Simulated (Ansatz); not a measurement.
**(ZnSe)2(MgS)2 [0001] superlattice, started as wurtzite: relaxing the cell for a phonon run**

Aim: bring (ZnSe)2(MgS)2 [0001] superlattice, started as wurtzite to small forces and stress, as phonons need.

Main program and level: Ansatz 0.2.0; DFT PBEsol, scalar-relativistic, plane waves, PAW.

The structure was built from a prototype and need not be the compound's stable phase.

## (1) The starting structure

The structure is trigonal, space group P3m1 (No. 156). Conventional cell: a = 3.985 Å, b = 3.985 Å, c = 12.990 Å, α = 90.00°, β = 90.00°, γ = 120.00°. Nearest to Mg lie 1 S at 2.44 Å and 3 Se at 2.44 Å. Mg has 4 S at 2.44 Å nearest. S has 4 Mg at 2.44 Å nearest. S has 1 Mg at 2.44 Å and 3 Zn at 2.44 Å nearest. Nearest to Se lie 4 Zn at 2.44 Å. Nearest to Se lie 1 Zn at 2.44 Å and 3 Mg at 2.44 Å. Farther neighbours and most contacts between anions are not listed.

## (2) Probe on a coarse mesh

A quick single point on a coarse mesh tells whether the cell has a gap and how far it is from rest, which sets the k mesh and smearing that follow.

input.yaml

```yaml
crystal:
  lattice:
    - [3.985, 0.0, 0.0]
    - [-1.9925, 3.45111, 0.0]
    - [0.0, 0.0, 12.99]
  atoms:
    - { symbol: Mg, position: [0.333333, 0.666667, 0.5] }
    - { symbol: Mg, position: [0.666667, 0.333333, 0.75] }
    - { symbol: S, position: [0.333333, 0.666667, 0.6875] }
    - { symbol: S, position: [0.666667, 0.333333, 0.9375] }
    - { symbol: Se, position: [0.333333, 0.666667, 0.1875] }
    - { symbol: Se, position: [0.666667, 0.333333, 0.4375] }
    - { symbol: Zn, position: [0.333333, 0.666667, 0.0] }
    - { symbol: Zn, position: [0.666667, 0.333333, 0.25] }
kpoints:
  mp_grid: { grid: [6, 6, 2] }
hamiltonian:
  xc: pbesol
scf:
  occupations: { method: gaussian, width: 0.1 }
output:
  forces: true
  stress: true
  eigenvalues: true
```

Command:

```console
$ ansatz run input.yaml --threads 8 --pin off --max-ram 14336MiB --backend cpu --events-out ev --progress --plain --runs-dir out
```

Numbers of over 12 decimals in the logs are rounded to 6 here.

What it wrote:

```text
[...]
k-point 0: bands = [... 40 lower, 4.7206, 5.0311, 5.2713, 5.2713, 7.2226, 8.0275, 9.1155, 9.5103, ... 4 higher]
  k-point 1: bands = [... 40 lower, 4.7651, 4.7651, 5.2636, 5.2636, 7.7477, 7.9668, 8.9130, 9.3794, ... 4 higher]
  k-point 2: bands = [... 40 lower, 4.3450, 4.4636, 4.8652, 5.0382, 8.3536, 8.9956, 9.8504, 10.2140, ... 4 higher]
  k-point 13: bands = [... 40 lower, 3.6185, 3.6240, 3.7517, 3.7618, 9.7381, 9.8847, 9.9057, 9.9847, ... 4 higher]
[key lines of the parts left out:]
SCF converged after 9 iterations
Free energy (F): -23012.048492 eV
Fermi energy:    6.249195 eV
P = ⅓ Tr σ = 0.6407 GPa (6.407 kbar)
```

It took 2.2 s on 8 threads of Intel Xeon Platinum 8559C (Emerald Rapids), shared host; peak memory 0.74 GiB; 8.4 s of CPU time.

Numbers from this step:

```
pressure           : 0.6407 GPa
gap on the k-mesh  : 1.951 eV
volume per atom    : 22.33 Å³
direct gap on mesh : 1.951 eV
```

The coarse mesh shows a gap of 1.95 eV and a pressure of 0.6 GPa.

## (3) Rough relaxation

A rough relaxation comes first, because large forces or stress need no tight tolerances yet.

input.yaml, as its differences from that of step 2:

```diff
@@ -24 +24,6 @@
   eigenvalues: true
+relax:
+  adjacent_minimum: "off"
+  f_tol: 0.05
+  max_steps: 80
+  cell: { stress_tol: 0.5 }
```

What it wrote:

```text
[...]
Crystal: 8 atoms, lattice volume = 178.647 Å³
Basis set: ecut = 420 eV, 3523 PW (Γ), exchange–correlation on 54×54×180 points (8 copies of the dense FFT grid, shifted against one another)
Bands: 53, of which v1, the nominal top of the filled ones, is band 44 counted from 1 (43 counted from 0)
Symmetry: 6 space group operations
[...]
atoms:
    - { symbol: Mg, position: [0.333333, 0.666667, 0.506525] }
    - { symbol: Mg, position: [0.666667, 0.333333, 0.755435] }
    - { symbol: S, position: [0.333333, 0.666667, 0.693517] }
    - { symbol: S, position: [0.666667, 0.333333, 0.943088] }
    - { symbol: Se, position: [0.333333, 0.666667, 0.181841] }
    - { symbol: Se, position: [0.666667, 0.333333, 0.430559] }
    - { symbol: Zn, position: [0.333333, 0.666667, -0.00507822] }
    - { symbol: Zn, position: [0.666667, 0.333333, 0.244114] }
[key lines of the parts left out:]
SCF converged after 4 iterations
Free energy (F): -23012.150345 eV
Fermi energy:    6.233162 eV
P = ⅓ Tr σ = -0.0556 GPa (-0.556 kbar)
```

It took 4.4 s on 8 threads; peak memory 0.82 GiB; 30 s of CPU time.

Step by step:

```tsv
step	energy less that of the first step (eV)	largest force component (eV/Å)	pressure (GPa)	volume (Å³)
1	0.0000	0.6710	0.64	178.65
2	-0.0977	0.1380	-0.06	180.03
3	-0.1016	0.0400	-0.06	179.89
4*	-0.1019	0.0400	-0.06	179.89
```

Relaxation steps marked * repeat the geometry before them on a plane-wave basis chosen anew for their cell, so energy and pressure can jump there.

Forces are held to the 6 operations that the run works with; a distortion that breaks them can't arise in this run.

```tsv
conventional cell, symmetrised	before	after	change
a (Å)	3.985	3.987	+0.0 %
b (Å)	3.985	3.987	+0.0 %
c (Å)	12.990	13.069	+0.6 %
volume (Å³/atom)	22.33	22.49	+0.7 %
```

The atoms that moved most (Å, as changes of fractional coordinates times the final cell):

```tsv
atom	dx	dy	dz	length
Se6	0.000	0.000	-0.091	0.091
Mg1	0.000	0.000	0.085	0.085
S3	0.000	0.000	0.079	0.079
Zn8	0.000	0.000	-0.077	0.077
Se5	0.000	0.000	-0.074	0.074
S4	0.000	0.000	0.073	0.073
Mg2	0.000	0.000	0.071	0.071
Zn7	0.000	0.000	-0.066	0.066
```

Numbers from this step:

```
pressure           : -0.05558 GPa
gap on the k-mesh  : 1.667 eV
volume per atom    : 22.49 Å³
direct gap on mesh : 1.667 eV
```

In this step the volume went from 22.33 to 22.49 Å³/atom.

## (4) Bringing the structure to rest

The cell and atoms are relaxed, since residual forces and stress would shift the frequencies.

input.yaml

```yaml
crystal:
  lattice:
    - [3.9867324974, 0.0, 0.0]
    - [-1.9933662487, 3.4526116209, 0.0]
    - [0.0, 0.0, 13.0687438567]
  atoms:
    - { symbol: Mg, position: [0.3333333333, 0.6666666667, 0.5065248918] }
    - { symbol: Mg, position: [0.6666666667, 0.3333333333, 0.7554350657] }
    - { symbol: S, position: [0.3333333333, 0.6666666667, 0.6935167517] }
    - { symbol: S, position: [0.6666666667, 0.3333333333, 0.9430879257] }
    - { symbol: Se, position: [0.3333333333, 0.6666666667, 0.1818408607] }
    - { symbol: Se, position: [0.6666666667, 0.3333333333, 0.4305586177] }
    - { symbol: Zn, position: [0.3333333333, 0.6666666667, -0.0050782185] }
    - { symbol: Zn, position: [0.6666666667, 0.3333333333, 0.2441141052] }
kpoints:
  mp_grid: { grid: [9, 9, 2] }
hamiltonian:
  xc: pbesol
scf:
  occupations: { method: gaussian, width: 0.02 }
output:
  forces: true
  stress: true
  eigenvalues: true
relax:
  adjacent_minimum: "off"
  f_tol: 0.005
  max_steps: 80
  cell: { stress_tol: 0.05 }
```

What it wrote:

```text
[...]
Crystal: 8 atoms, lattice volume = 179.887 Å³
Basis set: ecut = 420 eV, 3547 PW (Γ), exchange–correlation on 54×54×180 points (8 copies of the dense FFT grid, shifted against one another)
Bands: 53, of which v1, the nominal top of the filled ones, is band 44 counted from 1 (43 counted from 0)
Symmetry: 6 space group operations
[...]
k-points: 24 of 162 (time reversal used)
[...]
SCF iter   1: F=—  HF=-23012.167750 eV  |F-HF|=—  |Δ(HF+E_count)|=         —  Δρ=3.65e-3  dr2=3.98e-2  ethr=1.77e-3  ⟨swp⟩=8.0  Hψ=5417  notcnv=0  defer=1
[...]
SCF iter   9: F=-23012.156090 eV  HF=-23012.156090 eV  |F-HF|=3.59e-8  |Δ(HF+E_count)|=  7.75e-10  Δρ=5.10e-6  dr2=3.42e-8  ethr=1.14e-10  ⟨swp⟩=4.4  Hψ=4520  notcnv=0
SCF 1 converged in 9 iterations: F = -23012.156090 eV  dr2 = 3.42e-8
[...]
relax step   1: F+E_penalty+E_count = -23012.15608957 eV  Δ(F+E_penalty+E_count) = +0.000e0 eV  max|allowed force component| = 4.195e-2 eV/Å  Δτ_max = 0.0000 Å  P = -0.063 GPa  Ω = 179.887 Å³  (9 SCF iters, dr2 threshold 1.00e-7 eV, accepted)
Crystal: 8 atoms, lattice volume = 179.743 Å³
[...]
SCF iter   5: F=-23012.156369 eV  HF=-23012.156369 eV  |F-HF|=4.18e-8  |Δ(HF+E_count)|=   1.13e-7  Δρ=5.44e-6  dr2=9.85e-8  ethr=1.25e-10  ⟨swp⟩=3.1  Hψ=4969  notcnv=0
SCF 2 converged in 5 iterations: F = -23012.156369 eV  dr2 = 9.85e-8
relax step   2: F+E_penalty+E_count = -23012.15636864 eV  Δ(F+E_penalty+E_count) = -2.791e-4 eV  max|allowed force component| = 1.541e-2 eV/Å  Δτ_max = 0.0039 Å  P = -0.015 GPa  Ω = 179.743 Å³  energy of the carried Pulay correction = +2.556e-5 eV  (5 SCF iters, dr2 threshold 1.10e-7 eV, accepted)
Crystal: 8 atoms, lattice volume = 179.682 Å³
[...]
SCF iter   6: F=-23012.156407 eV  HF=-23012.156407 eV  |F-HF|=1.09e-10  |Δ(HF+E_count)|=  2.98e-10  Δρ=5.42e-7  dr2=1.14e-9  ethr=1.69e-11  ⟨swp⟩=4.1  Hψ=4398  notcnv=0
SCF 3 converged in 6 iterations: F = -23012.156407 eV  dr2 = 1.14e-9
relax step   3: F+E_penalty+E_count = -23012.15640678 eV  Δ(F+E_penalty+E_count) = -3.814e-5 eV  max|allowed force component| = 2.735e-3 eV/Å  Δτ_max = 0.0010 Å  P = +0.003 GPa  Ω = 179.682 Å³  energy of the carried Pulay correction = +3.642e-5 eV  (6 SCF iters, dr2 threshold 1.49e-8 eV, accepted)
[...]
SCF iter   5: F=-23012.156366 eV  HF=-23012.156366 eV  |F-HF|=5.82e-11  |Δ(HF+E_count)|=  4.00e-11  Δρ=1.28e-7  dr2=4.79e-11  ethr=1.00e-12  ⟨swp⟩=4.2  Hψ=4526  notcnv=0
SCF 4 converged in 5 iterations: F = -23012.156366 eV  dr2 = 4.79e-11
relax step   4: F+E_penalty+E_count = -23012.15636629 eV  Δ(F+E_penalty+E_count) = +4.049e-5 eV  max|allowed force component| = 2.727e-3 eV/Å  Δτ_max = 0.0000 Å  P = +0.003 GPa  Ω = 179.682 Å³  stress off target by 8.47e-3 GPa  SCF on the basis re-selected at this cell (its energy is not comparable with the rows above)  (5 SCF iters)
basis re-selected at this cell: Δ(F+E_penalty+E_count) = +4.049e-5 eV, ΔP = +0.000 GPa vs the last step (what re-selecting the basis moved, of the pressure what is left beyond the Pulay correction that the steps carried, after the strain that the cell walked since its last selection, with what the two solves' SCF thresholds leave and, on support functions, any second-order correction that the steps lacked; it is no m [...]
SCF converged after 5 iterations
Free energy (F): -23012.156366 eV
[...]
Internal energy: -23012.156366 eV  (E = F + TS)
E sigma→0 (E₀):  -23012.156366 eV
Fermi energy:    6.246473 eV
[...]
--- Forces (eV/Å), atoms counted from 1 ---
  atom   1  Mg    -0.00000000    -0.00000000    -0.00114832
  atom   2  Mg     0.00000000     0.00000000    -0.00201665
  atom   3  S      0.00000000    -0.00000000     0.00215064
  atom   4  S      0.00000000     0.00000000     0.00197910
  atom   5  Se     0.00000000    -0.00000000     0.00218431
  atom   6  Se     0.00000000     0.00000000     0.00095503
  atom   7  Zn    -0.00000000    -0.00000000    -0.00272745
  atom   8  Zn     0.00000000     0.00000000    -0.00137950
  max |Σ_I F_I| component: 2.85e-6 eV/Å
--- Stress (GPa, compression-positive) ---
        0.000022       0.000000      -0.000000
        0.000000       0.000022       0.000000
       -0.000000       0.000000       0.008473
  P = ⅓ Tr σ = 0.0028 GPa (0.028 kbar)
--- Band table (eV; the first three rows and the last of 24) ---
  k-point 0: bands = [... 40 lower, 4.8937, 4.9868, 5.4153, 5.4153, 7.0775, 7.9963, 8.9307, 9.5531, ... 5 higher]
  k-point 1: bands = [... 40 lower, 4.9035, 4.9035, 5.4118, 5.4118, 7.5732, 8.0136, 8.6525, 9.4190, ... 5 higher]
  k-point 2: bands = [... 40 lower, 4.7064, 4.7664, 4.9815, 5.3069, 7.7423, 8.5752, 9.3874, 10.0344, ... 5 higher]
  k-point 23: bands = [... 40 lower, 3.4296, 3.4523, 3.8284, 3.8736, 9.5090, 9.9188, 9.9392, 10.1093, ... 5 higher]
--- Relaxed structure (3 steps of the walk, 3 accepted, 1 SCFs on fresh bases) ---
[...]
cell:  # Å, volume = 179.6819 Å³
    - [3.982854, 0.0, 0.0]
    - [-1.991427, 3.449253, 0]
    - [0.0, 0, 13.079308]
  atoms:
    - { symbol: Mg, position: [0.333333, 0.666667, 0.506378] }
    - { symbol: Mg, position: [0.666667, 0.333333, 0.755416] }
    - { symbol: S, position: [0.333333, 0.666667, 0.693215] }
    - { symbol: S, position: [0.666667, 0.333333, 0.943079] }
    - { symbol: Se, position: [0.333333, 0.666667, 0.182102] }
    - { symbol: Se, position: [0.666667, 0.333333, 0.430545] }
    - { symbol: Zn, position: [0.333333, 0.666667, -0.00510921] }
    - { symbol: Zn, position: [0.666667, 0.333333, 0.244374] }
```

It took 6.8 s on 8 threads; peak memory 0.89 GiB; 48 s of CPU time.

Little changed from the start: no atom moved by 0.005 Å and no cell edge by 0.1 %.

Numbers from this step:

```yaml
pressure: 0.002839 GPa
gap_on_the_k_mesh: 1.662 eV
volume_per_atom: 22.46 Å³
direct_gap_on_mesh: 1.662 eV
```

In this step the volume went from 22.49 to 22.46 Å³/atom.

## (5) Tight relaxation

Phonons need a cell at rest on their own settings, so the relaxation is repeated with tight tolerances on forces and stress, using the mesh and the filling of the phonon run that follows.

input.yaml

```yaml
crystal:
  lattice:
    - [3.9828542757, 0.0, 0.0]
    - [-1.9914271379, 3.4492529823, 0.0]
    - [0.0, 0.0, 13.0793082856]
  atoms:
    - { symbol: Mg, position: [0.3333333333, 0.6666666667, 0.5063780363] }
    - { symbol: Mg, position: [0.6666666667, 0.3333333333, 0.7554157736] }
    - { symbol: S, position: [0.3333333333, 0.6666666667, 0.6932148995] }
    - { symbol: S, position: [0.6666666667, 0.3333333333, 0.9430791843] }
    - { symbol: Se, position: [0.3333333333, 0.6666666667, 0.1821019499] }
    - { symbol: Se, position: [0.6666666667, 0.3333333333, 0.4305449917] }
    - { symbol: Zn, position: [0.3333333333, 0.6666666667, -0.0051092085] }
    - { symbol: Zn, position: [0.6666666667, 0.3333333333, 0.2443743733] }
kpoints:
  mp_grid: { grid: [9, 9, 2] }
hamiltonian:
  xc: pbesol
scf:
  occupations: { method: fixed }
output:
  forces: true
  stress: true
  eigenvalues: true
relax:
  adjacent_minimum: "off"
  f_tol: 0.001
  max_steps: 60
  cell: { stress_tol: 0.01 }
```

What it wrote:

```text
[...]
Crystal: 8 atoms, lattice volume = 179.682 Å³
Basis set: ecut = 420 eV, 3547 PW (Γ), exchange–correlation on 54×54×180 points (8 copies of the dense FFT grid, shifted against one another)
Bands: 53, of which v1, the nominal top of the filled ones, is band 44 counted from 1 (43 counted from 0)
Symmetry: 6 space group operations
[...]
k-points: 24 of 162 (time reversal used)
[...]
atoms:
    - { symbol: Mg, position: [0.333333, 0.666667, 0.506376] }
    - { symbol: Mg, position: [0.666667, 0.333333, 0.755398] }
    - { symbol: S, position: [0.333333, 0.666667, 0.693241] }
    - { symbol: S, position: [0.666667, 0.333333, 0.943090] }
    - { symbol: Se, position: [0.333333, 0.666667, 0.182113] }
    - { symbol: Se, position: [0.666667, 0.333333, 0.430562] }
    - { symbol: Zn, position: [0.333333, 0.666667, -0.00513996] }
    - { symbol: Zn, position: [0.666667, 0.333333, 0.244360] }
[key lines of the parts left out:]
SCF converged after 6 iterations
Free energy (F): -23012.156369 eV
Fermi energy:    5.414608 eV
P = ⅓ Tr σ = -0.0004 GPa (-0.004 kbar)
```

Elapsed: 6.8 s, on 8 threads; peak memory 0.9 GiB; 48 s of CPU time.

Little changed from the start: no atom moved by 0.005 Å and no cell edge by 0.1 %.

This step gave:

- pressure: -4.50e-4 GPa

The largest force component left is 0.24 meV/Å and the pressure is 0.000 GPa, within the tolerances set. The cell now holds 22.46 Å³/atom.

## (6) Summary of results

* space group after relaxation (within 0.01 Å): P3m1
* lattice constant a: 3.983 Å
* lattice constant b: 3.983 Å
* lattice constant c: 13.079 Å
* volume per atom: 22.5 Å³
* gap on the k-mesh: 1.66 eV

The largest force component left is 0.24 meV/Å and the pressure is 0.000 GPa, within the tolerances set. The cell now holds 22.46 Å³/atom. The relaxation keeps the symmetry of its start, so it says nothing on stability against lower symmetry. The starting cell was built on a prototype and not taken from a measurement, so the phase need not exist.

[Logs are printed without paths, hosts, clocks, repeated set-up lines and the standing remarks that a program may print on its own settings, such as how far it seeks lower states.]

[Hosts, paths, dates, database ids (printed as entryN), source tags and the programs' standing remarks are cut or masked in the printed files.]
